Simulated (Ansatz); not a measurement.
# MgO (Fm-3m) in Ansatz: notebook

The runs below take MgO through band structure, with BLYP+D3(BJ), r2SCAN+rVV10.

Everything below comes from runs of Ansatz 0.2.0. Logs are shortened: lines on timing, memory, paths and dates and some standing lists are left out, and cuts for length are marked.

**Experimental background.**

From “Electronic structure of alkaline earth and post-transition metal oxides”, 2009, arxiv:0908.1581, for a bulk crystal of MgO: band gap 7.83 eV.

How close the calculation comes is told below.

### Step 1. The crystal as given

Symmetry: Fm-3m, No. 225, cubic system. Conventional cell: a = 4.194 Å, b = 4.194 Å, c = 4.194 Å, α = 90.00°, β = 90.00°, γ = 90.00°. Around Mg (site symmetry m-3m) lie 6 O at 2.10 Å. O (site symmetry m-3m) is surrounded by 6 Mg at 2.10 Å.

The cell is a database's computed one.

### Step 2. Band structure, BLYP+D3(BJ)

The input, run.py:

```python
import json

import ase.io
import numpy as np

import ansatz as az

atoms = ase.io.read("MgO.cif")
atoms.info.pop("occupancy", None)

calculation = (
    az.Crystal.from_ase(atoms)
    .calculation()
    .kpoints(11, 11, 11)
    .functional("blyp", dispersion="d3bj")
    .pseudopotentials(kind="nc", accuracy="standard", xc_functional="lda")
    .scf(extra_bands=6)
    .occupations(method="methfessel_paxton", width=0.01)
    .band_structure(path=(((0.0, 0.0, 0.0), (0.5, 0.0, 0.5), (0.5, 0.25, 0.75), (0.375, 0.375, 0.75), (0.0, 0.0,
        0.0), (0.5, 0.5, 0.5), (0.625, 0.25, 0.625), (0.5, 0.25, 0.75), (0.5, 0.5, 0.5), (0.375, 0.375, 0.75)),
        ((0.625, 0.25, 0.625), (0.5, 0.0, 0.5))), intervals=14)
    .forces()
    .stress()
    .band_table(publish=True)
)
outcome = calculation.run(threads=2, events_out="events.jsonl")

report = outcome.report
for line in open("events.jsonl"):
    event = json.loads(line)
    if event["event"] == "scf_iter":
        d = event["data"]
        print(f"SCF {d['iter']:3d}  HF = {d['harris_foulkes_ev']:.6f} eV  dr2 = {d['dr2_ev']:.2e} eV")
    elif event["event"] in ("relax_step", "md_step"):
        d = event["data"]
        print(f"{event['event']} {d['step']:3d}  E = {d['lagrangian_ev']:.6f} eV")
np.set_printoptions(precision=5, suppress=True, linewidth=110)
print("converged:", report["converged"], "after", report["n_iterations"], "iterations")
print(f"free energy {report['free_energy_ev']:.6f} eV, Fermi level {report['fermi_energy_ev']:.4f} eV")
for key in ("band_edges_ev", "magnetization_mub", "site_moments_mub", "site_moments_nc_mub", "forces_ev_ang",
                "stress_gpa"):
    if report.get(key) is not None:
        print(key, np.array(report[key]), sep="\n")
```

The input, MgO.cif:

```cif
data_MgO
_cell_length_a 2.96560781
_cell_length_b 2.96560781
_cell_length_c 2.96560781
_cell_angle_alpha 60.00000000
_cell_angle_beta 60.00000000
_cell_angle_gamma 60.00000000
_space_group_name_H-M_alt 'P1'
_space_group_name_Hall 'P 1'
_space_group_IT_number 1
loop_
_space_group_symop_operation_xyz
'x,y,z'
loop_
_atom_site_label
_atom_site_type_symbol
_atom_site_symmetry_multiplicity
_atom_site_Wyckoff_symbol
_atom_site_fract_x
_atom_site_fract_y
_atom_site_fract_z
_atom_site_occupancy
Mg1 Mg 1 a 0.0000000000 0.0000000000 0.0000000000 1
O1 O 1 a 0.5000000000 0.5000000000 0.5000000000 1
```

Potentials or basis: PseudoDojo LDA.

The run is started by

```bash
python run.py
```

The program printed:

```text
DeckWarning: basis.ecutwfc = 1142.878222 eV, auto-derived from the records' recommended cutoffs: set by Mg (normal level)
PlacementWarning: RAYON_NUM_THREADS=2 ignored (pool sized by the plan → 2); use plan(threads=…)
SCF   1  HF = -2074.398858 eV  dr2 = 1.20e+00 eV
SCF   2  HF = -2073.964710 eV  dr2 = 1.40e-01 eV
SCF   3  HF = -2073.939311 eV  dr2 = 4.23e-02 eV
SCF   4  HF = -2073.931777 eV  dr2 = 1.82e-03 eV
SCF   5  HF = -2073.932217 eV  dr2 = 2.85e-06 eV
SCF   6  HF = -2073.932366 eV  dr2 = 1.87e-07 eV
SCF   7  HF = -2073.932367 eV  dr2 = 5.25e-09 eV
converged: True after 7 iterations
free energy -2073.932367 eV, Fermi level 11.1429 eV
band_edges_ev
[ 8.47767 13.8082 ]
magnetization_mub
0.0
forces_ev_ang
[[ 0. -0. -0.]
 [ 0.  0.  0.]]
stress_gpa
[[-3.14027 -0.      -0.     ]
 [-0.      -3.14027  0.     ]
 [-0.       0.      -3.14027]]
```

bands.tsv:

```text
# k_distance	band_0	band_1	band_2	band_3	band_4	band_5	band_6	band_7	band_8	band_9	band_10	band_11	band_12	band_13
# fermi_ev = 11.142944
# lock_threshold_ev = 1e-6
# [0, 0, 0] at k_distance = 0.000000
# [0.5, 0, 0.5] at k_distance = 1.498136
# [0.5, 0.25, 0.75] at k_distance = 2.247204
# [0.375, 0.375, 0.75] at k_distance = 2.776875
# [0, 0, 0] at k_distance = 4.365887
# [0.5, 0.5, 0.5] at k_distance = 5.663311
# [0.625, 0.25, 0.625] at k_distance = 6.580728
# [0.5, 0.25, 0.75] at k_distance = 7.110399
# [0.5, 0.5, 0.5] at k_distance = 8.169741
# [0.375, 0.375, 0.75] at k_distance = 9.087158
# [0.625, 0.25, 0.625] at k_distance = 9.087158
# [0.5, 0, 0.5] at k_distance = 9.616829
# jumps = 127
# n_points = 142
# levels_relative_to = fermi_ev
# free_energy_ev = -2073.932367
# largest_residual_norms_ev = 1.219e-3 9.077e-4 3.595e-4 9.855e-4 1.439e-3 1.888e-3 1.418e-3 1.704e-3 1.817e-3 1.666e-3 2.144e-3 2.959e-3 2.683e-3 2.480e-3
0.000000	-74.754340	-42.429894	-42.429894	-42.429894	-19.611502	-2.665274	-2.665274	-2.665274	2.665254	13.606330	13.606330	13.606330	17.897938	19.292850
0.107010	-74.754183	-42.430889	-42.430242	-42.430242	-19.592362	-2.762089	-2.685273	-2.685273	2.775398	13.326560	13.648599	13.648599	18.264458	18.882936
0.214019	-74.753697	-42.433805	-42.431270	-42.431270	-19.535785	-3.027833	-2.743613	-2.743613	3.081546	12.674582	13.772067	13.772067	18.016714	19.176678
0.321029	-74.752936	-42.438449	-42.432926	-42.432926	-19.444301	-3.408037	-2.835662	-2.835662	3.530119	11.896897	13.967247	13.967247	17.017791	19.648010
0.428039	-74.751942	-42.444525	-42.435130	-42.435130	-19.322027	-3.848689	-2.954460	-2.954460	4.068051	11.111043	14.220038	14.220038	15.991645	19.921994
0.535048	-74.750778	-42.451657	-42.437772	-42.437772	-19.174611	-4.308800	-3.091772	-3.091772	4.654293	10.364779	14.513761	14.513761	14.984148	20.271014
[... 119 lines left out ...]
9.021628	-74.742232	-42.487457	-42.476895	-42.450170	-18.009899	-6.009465	-5.384869	-3.756755	7.970806	9.597017	10.204369	15.625473	16.152084	22.582400
9.087158	-74.742129	-42.488347	-42.475930	-42.451101	-18.002802	-6.062893	-5.302220	-3.787573	7.915717	9.438486	10.251745	15.720947	16.065759	23.022572

9.087158	-74.742129	-42.488347	-42.475930	-42.451101	-18.002802	-6.062893	-5.302220	-3.787573	7.915717	9.438486	10.251745	15.720947	16.065759	23.022572
9.124991	-74.742065	-42.489923	-42.473987	-42.451940	-18.000697	-6.139999	-5.176905	-3.814364	7.844931	9.263079	10.315551	15.807023	16.026203	23.467155
9.162825	-74.742011	-42.491414	-42.472044	-42.452744	-18.000298	-6.212110	-5.048361	-3.839531	7.769497	9.080571	10.377540	15.894236	16.015653	23.920132
9.200659	-74.741971	-42.492812	-42.470128	-42.453505	-18.001288	-6.279054	-4.918378	-3.862992	7.691327	8.894159	10.437078	15.981470	16.030291	24.380917
9.238492	-74.741940	-42.494112	-42.468270	-42.454219	-18.003361	-6.340660	-4.788915	-3.884678	7.611895	8.707932	10.493516	16.065810	16.067538	24.310415
9.276326	-74.741918	-42.495307	-42.466495	-42.454881	-18.006218	-6.396815	-4.661973	-3.904504	7.532122	8.526529	10.546397	16.117411	16.151077	24.131343
9.314160	-74.741910	-42.496393	-42.464830	-42.455487	-18.009583	-6.447378	-4.539766	-3.922422	7.452730	8.354821	10.595109	16.180344	16.230806	23.960739
9.351993	-74.741902	-42.497363	-42.463300	-42.456032	-18.013195	-6.492242	-4.424521	-3.938359	7.374311	8.197511	10.639281	16.249831	16.305361	23.801159
9.389827	-74.741898	-42.498213	-42.461926	-42.456512	-18.016820	-6.531310	-4.318538	-3.952273	7.297725	8.058677	10.678442	16.321344	16.373437	23.655272
9.427661	-74.741873	-42.498939	-42.460728	-42.456925	-18.020246	-6.564485	-4.224054	-3.964117	7.224546	7.941307	10.712225	16.390620	16.433875	23.525789
9.465494	-74.741871	-42.499538	-42.459723	-42.457267	-18.023302	-6.591733	-4.143282	-3.973859	7.157336	7.846709	10.740304	16.453585	16.485120	23.415308
9.503328	-74.741871	-42.500007	-42.458927	-42.457535	-18.025835	-6.612982	-4.078155	-3.981469	7.099536	7.774915	10.762420	16.506691	16.526241	23.326324
9.541162	-74.741870	-42.500344	-42.458350	-42.457728	-18.027729	-6.628189	-4.030341	-3.986920	7.054874	7.724958	10.778367	16.546946	16.556319	23.261017
9.578995	-74.741865	-42.500547	-42.458001	-42.457844	-18.028900	-6.637308	-4.001126	-3.990198	7.026616	7.695638	10.787942	16.572134	16.574772	23.221099
9.616829	-74.741850	-42.500614	-42.457883	-42.457883	-18.029294	-6.640352	-3.991292	-3.991292	7.016947	7.685991	10.791161	16.580974	16.580974	23.207665
```

engine_input.yaml:

```text
crystal:
  lattice:
    - [2.96560781, 0.0, 0.0]
    - [1.4828039050000001, 2.5682917011215345, 0.0]
    - [1.4828039050000001, 0.8560972337071784, 2.421408637237561]
  atoms:
    - { symbol: Mg, position: [0.0, 0.0, 0.0] }
    - { symbol: O, position: [0.49999999999999994, 0.49999999999999994, 0.5] }
kpoints:
  mp_grid:
    grid: [11, 11, 11]
  band_path:
    path:
      - [[0.0, 0.0, 0.0], [0.5, 0.0, 0.5], [0.5, 0.25, 0.75], [0.375, 0.375, 0.75], [0.0, 0.0, 0.0], [0.5, 0.5, 0.5], [0.625, 0.25, 0.625], [0.5, 0.25, 0.75], [0.5, 0.5, 0.5], [0.375, 0.375, 0.75]]
      - [[0.625, 0.25, 0.625], [0.5, 0.0, 0.5]]
    npoints: 14
hamiltonian:
  xc: blyp
  dispersion: d3bj
  pseudopotentials:
    kind: nc
    accuracy: standard
    xc_functional: lda
scf:
  n_extra_bands: 6
  occupations:
    method: methfessel_paxton
    width: 0.01
output:
  forces: true
  stress: true
  eigenvalues: true
```

It took 4.2 s on 2 threads of Arm Neoverse V1, shared host; peak memory 0.44 GiB.

Results:

| Property | Result |
| --- | --- |
| Free energy | -2073.9324 eV |
| Pressure | -3.1 GPa |
| Band gap on the k mesh | 5.33 eV, direct |
| Band gap along the path | 5.33 eV, direct |

Levels at the corners of the path, in eV from the valence-band top:
| point | band 6 | band 7 | band 8 | band 9 | band 10 | band 11 |
| --- | --- | --- | --- | --- | --- | --- |
| Γ | 0.00 | 0.00 | 0.00 | 5.33 | 16.27 | 16.27 |
| X | -3.98 | -1.33 | -1.33 | 9.68 | 10.35 | 13.46 |
| W | -2.87 | -2.87 | -1.73 | 12.08 | 12.08 | 12.47 |
| K | -3.40 | -2.64 | -1.12 | 10.58 | 12.10 | 12.92 |
| Γ | 0.00 | 0.00 | 0.00 | 5.33 | 16.27 | 16.27 |
| L | -4.51 | -0.64 | -0.64 | 8.41 | 12.96 | 16.59 |
| U | -3.40 | -2.64 | -1.12 | 10.58 | 12.10 | 12.92 |
| W | -2.87 | -2.87 | -1.73 | 12.08 | 12.08 | 12.47 |
| L | -4.51 | -0.64 | -0.64 | 8.41 | 12.96 | 16.59 |
| K | -3.40 | -2.64 | -1.12 | 10.58 | 12.10 | 12.92 |
| U | -3.40 | -2.64 | -1.12 | 10.58 | 12.10 | 12.92 |
| X | -3.98 | -1.33 | -1.33 | 9.68 | 10.35 | 13.46 |

Caveat: the potentials were made for another functional, which shifts forces and pressure.

[end of part 1 of 2]
